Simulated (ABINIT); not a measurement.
# Si2W (I4/mmm) in ABINIT: optical spectrum with LDA

Aim: the optical spectrum of Si2W with LDA.

Everything below comes from runs of ABINIT 10.8.3 (patched build). Logs are shortened: lines on timing, memory, paths and dates and some standing lists are left out, and cuts for length are marked. The log counts tension as positive stress, the text compression.

## (1) The structure

Symmetry: I4/mmm, No. 139, tetragonal system. The conventional cell has a = 3.214 Å, b = 3.214 Å, c = 7.830 Å, α = 90.00°, β = 90.00°, γ = 90.00°. Around W (site symmetry 4/mmm) lie 10 Si at 2.62 Å. Si (site symmetry 4mm) is surrounded by 5 Si at 2.59 to 2.63 Å and 5 W at 2.62 Å.

## (2) Optical spectrum, LDA

Contents of run.abi:

```
# Datasets
ndtset 3

# Pseudopotentials
pp_dirpath "./"
pseudos "W.upf, Si.upf"

# Structure
acell 3*1.0
rprim
    -3.0366009097     3.0366009097     7.3981832916
     3.0366009097    -3.0366009097     7.3981832916
     3.0366009097     3.0366009097    -7.3981832916
ntypat 2
znucl 74 14
natom 3
typat 1 2 2
xred
            0.0            0.0            0.0
   0.6653000000   0.6653000000            0.0
   0.3347000000   0.3347000000            0.0

# Plane-wave basis
ecut 58.0

# k points
ngkpt 12 12 12
nshiftk 1
shiftk 0.0 0.0 0.0
istwfk *1

# Exchange and correlation
ixc 7

# Bands and occupations
occopt 3
tsmear 0.00183747

# SCF cycle
nstep 80

# Output
iomode 3
prteig 0
prtebands 0

# Dataset 1: ground state
nband1 22
tolvrs1 1.0e-12
prtden1 1
prtwf1 0
kptopt1 1

# Dataset 2: empty bands at fixed density
iscf2 -3
getden2 1
nband2 34
nbdbuf2 4
tolwfr2 1.0e-12
nstep2 120
prtden2 0
kptopt2 1

# Dataset 3: wave functions and velocity matrix elements in the full zone
optdriver3 8
wfk_task3 "wfk_optics_fullbz"
getwfk3 2
nband3 30
kptopt3 1
prtevk3 1
inclvkb3 2
```

Contents of optic.abi:

```
&FILES
 ddkfile_1 = 'runo_DS3_1_EVK.nc',
 ddkfile_2 = 'runo_DS3_2_EVK.nc',
 ddkfile_3 = 'runo_DS3_3_EVK.nc',
 wfkfile = 'runo_DS3_WFK.nc'
/
&PARAMETERS
 broadening = 0.003675,
 domega = 0.002,
 maxomega = 0.8,
 scissor = 0.000000,
 tolerance = 0.002
/
&COMPUTATIONS
 num_lin_comp = 2,
 lin_comp = 11,33,
 num_nonlin_comp = 0
/
```

Potentials or basis: PseudoDojo NC SR LDA v0.4 stringent.

On the command line:

```console
$ mpirun --bind-to none -np 4 abinit run.abi > log 2>&1
$ optic optic.abi > optic.log 2>&1
```

run.abo:

```text
.Version 10.8.3 of ABINIT
 DATASET    1 : space group I4/m m m (#139); Bravais tI (body-center tetrag.)
================================================================================
 Values of the parameters that define the memory need for DATASET  1.
     intxc =       0    ionmov =       0      iscf =       7    lmnmax =       8
     lnmax =       8     mgfft =      60  mpssoang =       4    mqgrid =    3001
     natom =       3  nloc_mem =       1    nspden =       1   nspinor =       1
    nsppol =       1      nsym =      16    n1xccc =    2501    ntypat =       2
    occopt =       3   xclevel =       1
       mpw =        5799          nfft =      216000          nkpt =         163
================================================================================
================================================================================
[... 13 lines left out ...]
 DATASET    3 : space group I4/m m m (#139); Bravais tI (body-center tetrag.)
================================================================================
 Values of the parameters that define the memory need for DATASET  3.
     intxc =       0    ionmov =       0      iscf =       7    lmnmax =       8
     lnmax =       8     mgfft =      60  mpssoang =       4    mqgrid =    3001
     natom =       3  nloc_mem =       1    nspden =       1   nspinor =       1
    nsppol =       1      nsym =      16    n1xccc =    2501    ntypat =       2
    occopt =       3   xclevel =       1
       mpw =        5799          nfft =      216000          nkpt =         163
================================================================================
================================================================================

--------------------------------------------------------------------------------
------------- Echo of variables that govern the present computation ------------
--------------------------------------------------------------------------------
 -outvars: echo values of preprocessed input variables --------
            acell      1.0000000000E+00  1.0000000000E+00  1.0000000000E+00 Bohr
              amu      1.83850000E+02  2.80855000E+01
             ecut      5.80000000E+01 Hartree
           getden1          0
           getden2          1
           getden3          0
           getwfk1          0
           getwfk2          0
           getwfk3          2
             iscf1          7
             iscf2         -3
             iscf3          7
                       outvar_i_n : Printing only first  50 k-points.
              ixc           7
           jdtset        1    2    3
                       outvar_i_n : Printing only first  50 k-points.
         kptrlatt       12    0    0      0   12    0      0    0   12
          kptrlen      7.28784218E+01
            natom           3
            nband1         22
            nband2         34
            nband3         30
           nbdbuf1          0
           nbdbuf2          4
           nbdbuf3          0
           ndtset           3
            ngfft          60      60      60
             nkpt         163
            nstep1         80
            nstep2        120
            nstep3         80
             nsym          16
           ntypat           2
                       prtocc : prtvol=0, do not print more k-points.
                       prtocc : prtvol=0, do not print more k-points.
                       prtocc : prtvol=0, do not print more k-points.
           occopt           3
        optdriver1          0
        optdriver2          0
        optdriver3          8
           prtden1          1
           prtden2          0
           prtden3          1
        prtebands           0
           prteig           0
           prtevk1          0
           prtevk2          0
           prtevk3          1
            prtwf1          0
            prtwf2          1
            prtwf3          1
            rprim     -3.0366009097E+00  3.0366009097E+00  7.3981832916E+00
                       3.0366009097E+00 -3.0366009097E+00  7.3981832916E+00
                       3.0366009097E+00  3.0366009097E+00 -7.3981832916E+00
          spgroup         139
           tolvrs1     1.00000000E-12
           tolvrs2     0.00000000E+00
           tolvrs3     0.00000000E+00
           tolwfr1     0.00000000E+00
           tolwfr2     1.00000000E-12
           tolwfr3     0.00000000E+00
           tsmear      1.83747000E-03 Hartree
            typat      1  2  2
         wfk_task1          0
         wfk_task2          0
         wfk_task3          7
                       outvars : Printing only first  50 k-points.
           xangst      0.0000000000E+00  0.0000000000E+00  0.0000000000E+00
                      -5.9880099207E-17  1.3157816673E-16  5.2092324665E+00
                       2.8863884685E-17  7.2060735279E-18  2.6206675282E+00
            xcart      0.0000000000E+00  0.0000000000E+00  0.0000000000E+00
                      -1.1315698789E-16  2.4864669927E-16  9.8440226878E+00
                       5.4544836985E-17  1.3617505411E-17  4.9523438954E+00
             xred      0.0000000000E+00  0.0000000000E+00  0.0000000000E+00
                       6.6530000000E-01  6.6530000000E-01  2.2309436670E-17
                       3.3470000000E-01  3.3470000000E-01  1.1223460775E-17
            znucl       74.00000   14.00000

================================================================================
[... 233 lines left out ...]
  9.42E-13  2.25E-13  5.44E-13  4.58E-13  3.12E-13  7.37E-13  5.23E-13  7.45E-13
  3.35E-13  6.03E-13  7.00E-13  5.80E-13  6.91E-13  4.04E-13  3.67E-13  4.40E-13
  4.13E-13  9.34E-13  6.42E-13  6.78E-13  4.25E-13  8.79E-13  2.83E-09  2.38E-12
  4.17E-06  6.69E-05
 -2.2278E+00 -9.1342E-01 -9.1246E-01 -9.1246E-01 -5.4262E-01 -5.4262E-01
 -5.4036E-01 -5.4019E-01 -5.3935E-01 -5.3935E-01 -5.3842E-01 -2.7364E-02
  2.3719E-01  3.5089E-01  3.6490E-01  3.8359E-01  3.8359E-01  5.0939E-01
  5.8740E-01  5.9948E-01  6.0134E-01  6.0134E-01  6.5557E-01  6.9543E-01
  6.9543E-01  8.0117E-01  9.9159E-01  1.0152E+00  1.0222E+00  1.0222E+00
  1.0671E+00  1.0950E+00  1.0951E+00  1.1046E+00
 prteigrs : prtvol=0 or 1, do not print more k-points.

--- !ResultsGS
iteration_state: {dtset: 2, }
comment   : Summary of ground state results
lattice_vectors:
- [ -3.0366009,   3.0366009,   7.3981833, ]
- [  3.0366009,  -3.0366009,   7.3981833, ]
- [  3.0366009,   3.0366009,  -7.3981833, ]
lattice_lengths: [   8.55424,    8.55424,    8.55424, ]
lattice_angles: [138.415, 138.415,  60.268, ] # degrees, (23, 13, 12)
lattice_volume:   2.7287297E+02
convergence: {deltae:  0.000E+00, res2:  0.000E+00, residm:  9.990E-13, diffor:  0.000E+00, }
etotal    :  -3.50283975E+02
entropy   :   0.00000000E+00
fermie    :   4.87897665E-01
cartesian_stress_tensor: null
pressure_GPa: null
xred      :
- [  0.0000E+00,   0.0000E+00,   0.0000E+00,  W]
- [  6.6530E-01,   6.6530E-01,   2.2309E-17, Si]
- [  3.3470E-01,   3.3470E-01,   1.1223E-17, Si]
cartesian_forces: null
force_length_stats: {min: null, max: null, mean: null, }
...

 Integrated electronic density in atomic spheres:
 ------------------------------------------------
 Atom  Sphere_radius  Integrated_density
    1        2.00000         24.23655974
    2        2.00000          1.81745199
    3        2.00000          1.81745199
================================================================================

 ----iterations are completed or convergence reached----

 Mean square residual over all n,k,spin=   57.606E-14; max=  99.899E-14
 reduced coordinates (array xred) for    3 atoms
       0.000000000000      0.000000000000      0.000000000000
       0.665300000000      0.665300000000      0.000000000000
       0.334700000000      0.334700000000      0.000000000000

 cartesian coordinates (angstrom) at end:
    1      0.00000000000000     0.00000000000000     0.00000000000000
    2     -0.00000000000000     0.00000000000000     5.20923246646342
    3      0.00000000000000     0.00000000000000     2.62066752822081
 length scales=  1.000000000000  1.000000000000  1.000000000000 bohr
              =  0.529177210544  0.529177210544  0.529177210544 angstroms
 Eigenvalues (hartree) for nkpt= 163  k points:
 kpt#   1, nband= 34, wtk=  0.00058, kpt=  0.0000  0.0000  0.0000 (reduced coord)
  -2.22782   -0.91342   -0.91246   -0.91246   -0.54262   -0.54262   -0.54036   -0.54019
  -0.53935   -0.53935   -0.53842   -0.02736    0.23719    0.35089    0.36490    0.38359
   0.38359    0.50939    0.58740    0.59948    0.60134    0.60134    0.65557    0.69543
   0.69543    0.80117    0.99159    1.01518    1.02217    1.02217    1.06705    1.09505
   1.09506    1.10465
      occupation numbers for kpt#   1
   2.00000    2.00000    2.00000    2.00000    2.00000    2.00000    2.00000    2.00000
   2.00000    2.00000    2.00000    2.00000    2.00000    2.00000    2.00000    2.00000
   2.00000    0.00002    0.00000    0.00000    0.00000    0.00000    0.00000    0.00000
   0.00000    0.00000    0.00000    0.00000    0.00000    0.00000    0.00000    0.00000
   0.00000    0.00000
 prteigrs : prtvol=0 or 1, do not print more k-points.

--- !EnergyTerms
iteration_state     : {dtset: 2, }
comment             : Components of total free energy in Hartree
kinetic             :  2.06864041516564E+02
hartree             :  1.31260545493535E+02
xc                  : -5.13780894129848E+01
Ewald energy        : -2.01497584508025E+02
psp_core            :  7.31152869488923E+00
local_psp           : -3.53617062983224E+02
non_local_psp       : -8.92272806959932E+01
internal            : -3.50283901895239E+02
'-kT*entropy'       : -7.26934062000646E-05
total_energy        : -3.50283974588645E+02
...

--- !EnergyTermsDC
iteration_state     : {dtset: 2, }
comment             : '"Double-counting" decomposition of free energy'
band_energy         : -1.33276919075626E+01
Ewald energy        : -2.01497584508025E+02
psp_core            :  7.31152869488923E+00
xc_dc               : -1.42770154867114E+02
internal            : -3.50283902587812E+02
'-kT*entropy'       : -7.26934062000646E-05
total_energy_dc     : -3.50283975281218E+02
...

================================================================================
== DATASET  3 ==================================================================

--- !DatasetInfo
iteration_state: {dtset: 3, }
dimensions: {natom: 3, nkpt: 163, mband: 30, nsppol: 1, nspinor: 1, nspden: 1, mpw: 5799, }
cutoff_energies: {ecut:  58.0, pawecutdg:  -1.0, }
electrons: {nelect:   3.60000000E+01, charge:   0.00000000E+00, occopt:   3.00000000E+00, tsmear:   1.83747000E-03, }
meta: {optdriver: 8, wfk_task: 7, }
...

 mkfilename : getwfk/=0, take file _WFK from output of DATASET   2.

 Exchange-correlation functional for the present dataset will be:
  LDA: Perdew-Wang 92 LSD fit to Ceperley-Alder data - ixc=7
  J.P.Perdew and Y.Wang, PRB 45, 13244 (1992)

--------------------------------------------------------------------------------

 Computation of velocity matrix elements (DDK)

 Parameters extracted from the Abinit header:
    ecut:     58.0
    nkpt:    1728
    mband:   34
    nsppol:  1
    nspinor: 1
    useylm:  0
    inclvkb: 2
    bmin: 1, bmax: 34
    Computing diagonal and off-diagonal matrix elements
    Between band index bmin: 1, bmax: 34

== END DATASET(S) ==============================================================
================================================================================

 -outvars: echo values of variables after computation  --------
            acell      1.0000000000E+00  1.0000000000E+00  1.0000000000E+00 Bohr
           etotal1    -3.5028397528E+02
           etotal2    -3.5028397528E+02
           etotal3     0.0000000000E+00
            fcart1    -2.7710330251E-30  7.2280144830E-20  7.2280144831E-20
                      -6.4729000595E-19 -1.4132899213E-19 -1.0790683991E-03
                       6.4729000596E-19  6.9048847296E-20  1.0790683991E-03
            fcart3     0.0000000000E+00  0.0000000000E+00  0.0000000000E+00
                       0.0000000000E+00  0.0000000000E+00  0.0000000000E+00
                       0.0000000000E+00  0.0000000000E+00  0.0000000000E+00
            rprim     -3.0366009097E+00  3.0366009097E+00  7.3981832916E+00
                       3.0366009097E+00 -3.0366009097E+00  7.3981832916E+00
                       3.0366009097E+00  3.0366009097E+00 -7.3981832916E+00
           strten1     2.2161312225E-04  2.2161312225E-04  2.2914777711E-04
                       0.0000000000E+00  0.0000000000E+00  0.0000000000E+00
           strten3     0.0000000000E+00  0.0000000000E+00  0.0000000000E+00
                       0.0000000000E+00  0.0000000000E+00  0.0000000000E+00
           xangst      0.0000000000E+00  0.0000000000E+00  0.0000000000E+00
                      -5.9880099207E-17  1.3157816673E-16  5.2092324665E+00
                       2.8863884685E-17  7.2060735279E-18  2.6206675282E+00
             xred      0.0000000000E+00  0.0000000000E+00  0.0000000000E+00
                       6.6530000000E-01  6.6530000000E-01  2.2309436670E-17
                       3.3470000000E-01  3.3470000000E-01  1.1223460775E-17
 Calculation completed.
```

Wall time 15 min (4 MPI ranks of Arm Neoverse V2, shared host); peak memory 7 GiB.

What came out:

- Free energy: -9531.7125 eV
- Pressure: -6.6 GPa
- Largest force: 0.055 eV/Å
- Band gap on the k mesh: none (metal or under the smearing width)

Forces in eV/Å, atoms in the order of the input:
```
W    0.000  0.000  0.000
Si   0.000  0.000 -0.055
Si   0.000  0.000  0.055
```

Dielectric function (mean over the directions given):
```
energy (eV)  real part  imaginary part
       0.33      26.54            1.81
       0.98      26.95            2.99
       1.63      28.34            6.87
       2.29      32.85           20.58
       2.94      15.57           21.68
       3.70      15.67           21.05
       4.35       5.19           23.95
       5.01       2.15           27.39
       5.66      -4.76           22.24
       6.31      -7.43           18.19
       7.08     -12.93           13.57
       7.73      -9.75            7.62
       8.38      -8.25            5.44
       9.03      -6.39            4.04
       9.69      -5.49            3.41
      10.45      -4.69            1.83
      11.10      -3.95            1.65
      11.76      -3.14            1.29
      12.41      -2.65            1.05
      13.06      -2.38            0.90
      13.82      -1.93            0.76
      14.48      -1.68            0.60
      15.13      -1.47            0.44
      15.78      -1.21            0.39
      16.44      -1.00            0.34
      17.20      -0.79            0.25
      17.85      -0.61            0.20
      18.50      -0.45            0.20
      19.16      -0.36            0.19
      19.92      -0.23            0.18
```

Caveat: the intraband (Drude) term is left out; spectra need much finer meshes, so this one isn't converged; independent-particle spectra lack excitons.
